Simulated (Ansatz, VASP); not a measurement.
## TiO2 in two plane-wave programs

Wanted: the spread between two codes on one cell, functional and k mesh. The cell is taken from a series of runs on this material, whose earlier steps may have relaxed, scaled, displaced or heated it; both programs get it as it stands.

Main program and level: Ansatz 0.2.0; plane waves, with VASP 6.6.1 beside it; G0W0 gap at LDA.

### Step 1. Starting point

The structure is trigonal, space group P3_121 (No. 152). Conventional cell: a = 5.291 Å, b = 5.291 Å, c = 6.133 Å, α = 90.00°, β = 90.00°, γ = 120.00°. Nearest to Ti lie 4 O at 1.79 to 1.80 Å. Nearest to O lie 2 Ti at 1.79 to 1.80 Å. Farther neighbours and most contacts between anions are not listed.

### Step 2. Ansatz: G0W0 gap, LDA

Ansatz runs on its PAW soft_1 files.

Quasiparticle shifts depend on high empty states and on the cores, so they are the hardest test of two PAW sets.

input.yaml reads:

```yaml
crystal:
  lattice:
    - [5.291, 0.0, 0.0]
    - [-2.6455, 4.5821404114, 0.0]
    - [0.0, 0.0, 6.133]
  atoms:
    - { symbol: Ti, position: [0.4581547199, 0.0, 0.3333333333] }
    - { symbol: Ti, position: [0.0, 0.4581547199, 0.6666666667] }
    - { symbol: Ti, position: [0.5418452801, 0.5418452801, 0.0] }
    - { symbol: O, position: [0.411744694, 0.2881530826, 0.2239738742] }
    - { symbol: O, position: [0.7118469174, 0.1235916113, 0.5573072075] }
    - { symbol: O, position: [0.8764083887, 0.588255306, 0.8906405409] }
    - { symbol: O, position: [0.2881530826, 0.411744694, 0.7760261258] }
    - { symbol: O, position: [0.1235916113, 0.7118469174, 0.4426927925] }
    - { symbol: O, position: [0.588255306, 0.8764083887, 0.1093594591] }
kpoints:
  mp_grid: { grid: [6, 6, 2] }
hamiltonian:
  xc: lda
  pseudopotentials: { kind: paw, azcp: { folder: soft_1 }, xc_functional: pbe }
scf:
  occupations: { method: fixed }
gw:
  n_empty_bands: 620
  ecut_chi: 150.0
  qp_bands: [v3, c3]
  qp_kpoints: band_edges
  screening: { model: contour_deformation }
```

Command:

```
> ansatz run input.yaml --threads 4 --pin off --max-ram 138240MiB --backend cuda --events-out ev --progress --plain --runs-dir out --devices 1 --max-vram 26GiB
```

Numbers of over 12 decimals in the logs are rounded to 6 here.

What it wrote:

```text
GPUs: using 1 of 1 available (devices: 1).
Engine: ansatz 0.2.0, x86_64-unknown-linux-gnu
Pseudopotentials: kind: paw
Pseudopotential: Ti, paw, valence charge 12, recommended cutoff 420 eV (normal), soft_1/Ti.paw.azcp
Pseudopotential: O, paw, valence charge 6, recommended cutoff 420 eV (normal), soft_1/O.paw.azcp
Functional definition: SPW92
  exchange = slater_x
  correlation = pw_c
device memory: the entry about to start is reckoned to put 3.0 GiB on a device that reports 48.5 GiB free (of which the cap on the GPU budget leaves the run 26.0 GiB)
GPU FFT provider: cuFFT
GPU libraries: cuBLAS 13.8.2, cuFFT 12.4.0, cuSOLVER 12.3.4
Crystal: 9 atoms, lattice volume = 148.689 Å³
Basis set: ecut = 420 eV, 2943 PW (Γ)
Bands: 45, of which v1, the nominal top of the filled ones, is band 36 counted from 1 (35 counted from 0)
Symmetry: 6 space group operations
Space group: P3121 (ITA 152), of the structure as read, at distance tolerance 5.3e-5 Å
k-points: 14 of 72 (time reversal used)
Non-local potential: Ti, projectors of the file, l = 0: 3, l = 1: 2, l = 2: 3, l = 3: 1
Non-local potential: O, projectors of the file, l = 0: 2, l = 1: 2, l = 2: 1
PAW form: soft (Blöchl's): semilocal exchange-correlation on the pseudo side does not see the compensation charge
PAW frozen core: Ti, regenerated for the run's functional, and the local potential with it (the file was generated under x = pbe(κ = 0.804, μ = 0.219515), c = pbe(β = 0.066725))
PAW frozen core: O, regenerated for the run's functional, and the local potential with it (the file was generated under x = pbe(κ = 0.804, μ = 0.219515), c = pbe(β = 0.066725))
PAW one-centre angular grid: Ti, 590 points (default); XC on 64 Gauss nodes
PAW one-centre angular grid: O, 110 points (default); XC on 64 Gauss nodes
Initial density: superposition of atomic densities (chi_scale 0.1, normalization cell, long waves kept (reshape's long-wave potential 0.01 eV rms))
Initial wavefunctions: pseudopotential atomic-orbital guess
GPU buffer pool allocated for 58320 grid points (all kernels)
GPU transforms: local potential and band sums: pruned to the plane-wave sphere, on 36×36×45
Functional: x = slater, c = lda
SCF iter   1: F=—  HF=-10696.039866 eV  |F-HF|=—  |Δ(HF+E_count)|=         —  Δρ=5.43e-2  dr2=6.22e0  ethr=3.10e-3  ⟨swp⟩=4.4  Hψ=2047  notcnv=0  defer=69
preconditioner: auto → Resta (q_TF=auto, 2.418 Å⁻¹)  ε∞=5.6  [insulator: Δε(μ)=3.094 eV  Ē_g=9.790 eV  n_scr=28 (ndim 8)  ℏωp=21.1 eV  f_vac=0.069  ε∞_Penn≈5.6]
SCF iter   2: F=—  HF=-10694.453779 eV  |F-HF|=—  |Δ(HF+E_count)|=    1.59e0  Δρ=2.92e-2  dr2=1.91e0  ethr=3.10e-3  ⟨swp⟩=2.1  Hψ=1091  notcnv=0  defer=64
SCF iter   3: F=—  HF=-10693.912352 eV  |F-HF|=—  |Δ(HF+E_count)|=   5.41e-1  Δρ=1.93e-2  dr2=5.53e-1  ethr=2.65e-3  ⟨swp⟩=2.0  Hψ=1014  notcnv=0  defer=58
SCF iter   4: F=—  HF=-10693.844756 eV  |F-HF|=—  |Δ(HF+E_count)|=   6.76e-2  Δρ=1.03e-2  dr2=1.76e-1  ethr=7.69e-4  ⟨swp⟩=2.4  Hψ=1056  notcnv=0  defer=82
SCF iter   5: F=—  HF=-10693.823195 eV  |F-HF|=—  |Δ(HF+E_count)|=   2.16e-2  Δρ=3.24e-3  dr2=1.98e-2  ethr=2.44e-4  ⟨swp⟩=2.0  Hψ=851  notcnv=0  defer=91
SCF iter   6: F=—  HF=-10693.825121 eV  |F-HF|=—  |Δ(HF+E_count)|=   1.93e-3  Δρ=4.84e-4  dr2=6.80e-4  ethr=2.76e-5  ⟨swp⟩=2.0  Hψ=871  notcnv=0  defer=95
SCF iter   7: F=—  HF=-10693.825564 eV  |F-HF|=—  |Δ(HF+E_count)|=   4.43e-4  Δρ=7.90e-5  dr2=2.03e-5  ethr=9.44e-7  ⟨swp⟩=2.1  Hψ=812  notcnv=0  defer=69
SCF iter   8: F=—  HF=-10693.825582 eV  |F-HF|=—  |Δ(HF+E_count)|=   1.83e-5  Δρ=2.92e-5  dr2=1.75e-6  ethr=2.81e-8  ⟨swp⟩=2.0  Hψ=873  notcnv=0  defer=42
SCF iter   9: F=-10693.825582 eV  HF=-10693.825582 eV  |F-HF|=3.83e-9  |Δ(HF+E_count)|=   1.88e-7  Δρ=5.81e-6  dr2=7.85e-8  ethr=1.39e-10  ⟨swp⟩=8.9  Hψ=2688  notcnv=0
SCF 1 converged in 9 iterations: F = -10693.825582 eV  dr2 = 7.85e-8
  greatest PAW one-centre occupation: 0.998 electrons in one spin orbital (limit 2), on the Ti atom at site 1 (counted from 0), in its partial waves of l = 0
device memory: the entry about to start is reckoned to put 3.9 GiB on a device that reports 48.4 GiB free (of which the cap on the GPU budget leaves the run 26.0 GiB)
NSCF: frozen V_eff on 14 k-points
the band table was solved once the SCF had ended and its energy, with any forces and stress, was formed, with the checks that follow a solve (2480 applications of the Hamiltonian). They found nothing against the state; the energy, forces and stress were not computed again (output.eigenvalues in the input reference)
device memory: the entry about to start is reckoned to put 11.5 GiB on a device that reports 48.5 GiB free (of which the cap on the GPU budget leaves the run 26.0 GiB)
NSCF: frozen V_eff on 14 k-points
G₀W₀ screening: q 1/14
[... further progress lines ...]
SCF converged after 9 iterations
Free energy (F): -10693.825582 eV
Harris-Foulkes:  -10693.825582 eV  (|F-HF|=3.83e-9)
Internal energy: -10693.825582 eV  (E = F + TS)
E sigma→0 (E₀):  -10693.825582 eV
[...]
k-point 2: bands = [... 32 lower, 1.2146, 1.4406, 1.4724, 1.6275, 5.7828, 6.0887, 6.1726, 6.4694, ... 5 higher]
  k-point 13: bands = [... 32 lower, 1.1023, 1.3653, 1.3653, 1.5983, 6.4365, 6.4365, 6.4607, 6.7978, ... 5 higher]
--- G₀W₀: contour deformation, 6 samples at zero and on the imaginary axis and 1 off it, 72 q-points, 620 empty bands' worth ---
  eigenvalues of the whole cell's RPA ε∞ on this k-mesh (on a slab, of 1 + 4πα/V) = 3.6820, 3.6820, 4.1028; static W/v taken at q = 0 is 0.245260
  bands read: the sum over 656 bands ends inside a degenerate multiplet in 1 slot, whose members it reads at an even weight; the widest, k=0: bands 656 to 657 (counted from 1) at 1/2 each
  gw.qp_kpoints: band_edges: 14 of 14 stored k-points solved, in 1 pass; an edge of the gap read off the rows below is read off those points alone
    ik  band        ε_KS         Σx   Σc(E_QP)       V_xc       Z   E_QP_lin       E_QP  E_QP is
     0    34      1.5251   -24.8447     4.3621   -19.8903  0.7147     0.9257     0.9328  root
     0    35      1.5807   -25.1291     4.2742   -20.2972  0.7148     1.0168     1.0230  root
     0    36      1.5807   -25.1291     4.2742   -20.2972  0.7148     1.0168     1.0230  root
     0    37      5.7148   -13.5840    -6.7474   -22.1067  0.7300     7.5575     7.4901  root
     0    38      6.1821   -13.7208    -6.5433   -21.9817  0.7263     7.9663     7.8997  root
     0    39      6.1821   -13.7208    -6.5433   -21.9817  0.7263     7.9663     7.8997  root
     1    34      1.7979   -25.3860     4.3559   -20.4675  0.7155     1.2292     1.2353  root
     1    35      1.7979   -25.3860     4.3559   -20.4675  0.7155     1.2292     1.2353  root
     1    36      1.8042   -25.0566     4.3567   -20.1143  0.7156     1.2120     1.2187  root
     1    37      5.5238   -13.2979    -6.7237   -21.7730  0.7302     7.3405     7.2752  root
     1    38      6.0473   -13.9441    -6.5907   -22.2987  0.7290     7.8786     7.8112  root
     1    39      6.0473   -13.9441    -6.5907   -22.2987  0.7290     7.8786     7.8112  root
     2    34      1.4406   -24.9016     4.3116   -20.0147  0.7138     0.8585     0.8653  root
     2    35      1.4724   -24.9573     4.2002   -20.2159  0.7134     0.9253     0.9312  root
     2    36      1.6275   -25.0919     4.2745   -20.2587  0.7149     1.0626     1.0687  root
     2    37      5.7828   -13.5208    -6.6989   -21.9805  0.7301     7.6104     7.5437  root
     2    38      6.0887   -13.7028    -6.5362   -21.9651  0.7278     7.8810     7.8148  root
     2    39      6.1726   -13.8300    -6.5518   -22.1018  0.7251     7.9597     7.8925  root
     3    34      1.6827   -25.1510     4.3387   -20.2419  0.7148     1.1059     1.1124  root
     3    35      1.7271   -25.2850     4.3369   -20.3842  0.7152     1.1570     1.1632  root
     3    36      1.7735   -25.1564     4.3397   -20.2422  0.7154     1.1925     1.1989  root
     3    37      5.6243   -13.3609    -6.6840   -21.7869  0.7294     7.4314     7.3662  root
     3    38      6.1174   -13.9839    -6.6459   -22.3920  0.7270     7.9483     7.8795  root
     3    39      6.1668   -14.0585    -6.6064   -22.4225  0.7263     7.9931     7.9244  root
[...]
12    38      6.1682   -13.7915    -6.5640   -22.0930  0.7276     7.9731     7.9057  root
    12    39      6.1682   -13.7915    -6.5640   -22.0930  0.7276     7.9731     7.9057  root
    13    34      1.3653   -25.0343     4.3920   -20.0474  0.7131     0.7630     0.7704  root
    13    35      1.3653   -25.0343     4.3920   -20.0474  0.7131     0.7630     0.7704  root
    13    36      1.5983   -25.2820     4.4104   -20.2734  0.7158     0.9930     1.0001  root
    13    37      6.4365   -13.9966    -6.6325   -22.3304  0.7175     8.2074     8.1378  root
    13    38      6.4365   -13.9966    -6.6325   -22.3304  0.7175     8.2074     8.1378  root
    13    39      6.4607   -14.1546    -6.8175   -22.7080  0.7152     8.2698     8.1966  root
```

(Continued in part 2 of 2.)

[Lines on the potential files, build, host, timing and source positions are cut from VASP's logs without a mark.]

[Logs are printed without paths, hosts, clocks, repeated set-up lines and the standing remarks that a program may print on its own settings, such as how far it seeks lower states.]

[Hosts, paths, dates, database ids (printed as entryN), source tags and the programs' standing remarks are cut or masked in the printed files.]
